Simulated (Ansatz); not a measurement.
A plane-wave DFT run in Ansatz 0.2.0 (scalar-relativistic PAW potentials unless the input names others): input and command.

```yaml
crystal:
  lattice:
    - [0.0, 2.3968409079, 1.6945665219]
    - [2.3968409079, 0.0, 1.6945665219]
    - [2.3968409079, 2.3968409079, 0.0]
  atoms:
    - { symbol: Ga, position: [0.0, 0.0, 0.0] }
    - { symbol: "N", position: [0.5, 0.5, 0.5] }
basis:
  ecutwfc: 500
  xc_grid: 3
kpoints:
  mp_grid: { grid: [8, 8, 8] }
hamiltonian:
  xc: r2scan
scf:
  occupations: { method: tetrahedron }
output:
  forces: true
  eigenvalues: true
  stress: true
```

```bash
ansatz run input.yaml --threads 1 --pin off --max-ram 2560MiB --backend cpu --events-out ev --progress --plain --runs-dir out
```

Abridged log:
```
Warning: output.forces, output.stress, relax.cell or npt_langevin: where a Kohn–Sham band that disperses or a degenerate level is filled in part under the method tetrahedron, the forces or the stress that this run publishes need not agree with its energy (scf.occupations.method in the input reference, under Limitations); prefer a smearing scheme for the forces or the stress
Basis set: ecut = 500 eV, 531 PW (Γ), exchange–correlation on 72×72×75 points (27 copies of the dense FFT grid, shifted against one another)
Bands: 13, of which v1, the nominal top of the filled ones, is band 9 counted from 1 (8 counted from 0)
Symmetry: 16 space group operations
k-points: 59 of 512
SCF iter   1: F=—  HF=-4174.238933 eV  |F-HF|=—  |Δ(HF+E_count)|=         —  Δρ=1.82e-2  dr2=3.08e-2  dr2_τ=1.61e-1  ethr=1.77e-3  ⟨swp⟩=5.0  Hψ=4057  notcnv=0
SCF iter   2: F=—  HF=-4174.281161 eV  |F-HF|=—  |Δ(HF+E_count)|=   4.22e-2  Δρ=6.33e-3  dr2=3.33e-3  dr2_τ=1.74e-4  ethr=1.71e-4  ⟨swp⟩=2.4  Hψ=2032  notcnv=0
SCF iter   3: F=—  HF=-4174.281160 eV  |F-HF|=—  |Δ(HF+E_count)|=   4.66e-7  Δρ=3.48e-3  dr2=8.01e-4  dr2_τ=3.51e-5  ethr=1.85e-5  ⟨swp⟩=2.1  Hψ=1465  notcnv=0
SCF iter   4: F=—  HF=-4174.281068 eV  |F-HF|=—  |Δ(HF+E_count)|=   9.29e-5  Δρ=7.23e-4  dr2=1.12e-4  dr2_τ=3.42e-5  ethr=4.45e-6  ⟨swp⟩=2.3  Hψ=1465  notcnv=0
SCF iter   5: F=—  HF=-4174.281036 eV  |F-HF|=—  |Δ(HF+E_count)|=   3.20e-5  Δρ=1.42e-4  dr2=3.06e-6  dr2_τ=2.59e-7  ethr=6.20e-7  ⟨swp⟩=2.7  Hψ=1530  notcnv=0
SCF iter   6: F=—  HF=-4174.281034 eV  |F-HF|=—  |Δ(HF+E_count)|=   1.45e-6  Δρ=5.88e-5  dr2=6.32e-7  dr2_τ=3.90e-8  ethr=1.70e-8  ⟨swp⟩=2.2  Hψ=1413  notcnv=0
SCF iter   7: F=-4174.281034 eV  HF=-4174.281034 eV  |F-HF|=3.61e-8  |Δ(HF+E_count)|=   5.35e-8  Δρ=1.93e-5  dr2=6.96e-8  dr2_τ=7.46e-10  ethr=5.56e-10  ⟨swp⟩=3.1  Hψ=3075  notcnv=0
SCF 1 converged in 7 iterations: F = -4174.281034 eV  dr2 = 6.96e-8
SCF converged after 7 iterations
Stability not checked: this state was not tested for a lower state beside it, because cold or Methfessel-Paxton smearing, or corrected tetrahedra, fill the levels in a way that the test cannot read (fill_not_monotonic; see scf.lower_state_search)
Free energy (F): -4174.281034 eV
Harris-Foulkes:  -4174.281034 eV  (|F-HF|=3.61e-8)
Internal energy: -4174.281034 eV  (E = F + TS)
E sigma→0 (E₀):  -4174.281034 eV
Fermi energy:    12.276427 eV
--- Forces (eV/Å), atoms counted from 1 ---
  atom   1  Ga     0.00000000     0.00000000     0.00000000
  atom   2  N      0.00000000     0.00000000     0.00000000
--- Stress (GPa, compression-positive) ---
        5.784487       0.000000       0.000000
        0.000000       5.784487       0.000000
        0.000000       0.000000     117.397605
  P = ⅓ Tr σ = 42.9889 GPa (429.889 kbar)
```

Apart from outputs and empty bands, the input differs from a reference run on usual settings in kpoints.mp_grid.grid: [12, 12, 12] → [8, 8, 8]; basis.xc_grid: not typed → 3; scf.occupations.width: 0.05 → not typed; scf.occupations.method: "gaussian" → "tetrahedron". The reference, at the same geometry (not necessarily relaxed), gave pressure 42.99 GPa, largest force 0.000 eV/Å, gap on the mesh 2.22 eV. This run converged in 7 SCF iterations (reference: 7) with an energy at zero smearing 0.34 meV/atom above the reference's, pressure 42.99 GPa, largest force 0.000 eV/Å, gap on the mesh 2.22 eV. Its k mesh is looser than usual, yet energy, pressure and forces hardly moved.

It took 2.4 s on 1 thread of Intel(R) Xeon(R) Processor @ 2.70GHz, on a shared host, peak memory 0.34 GiB.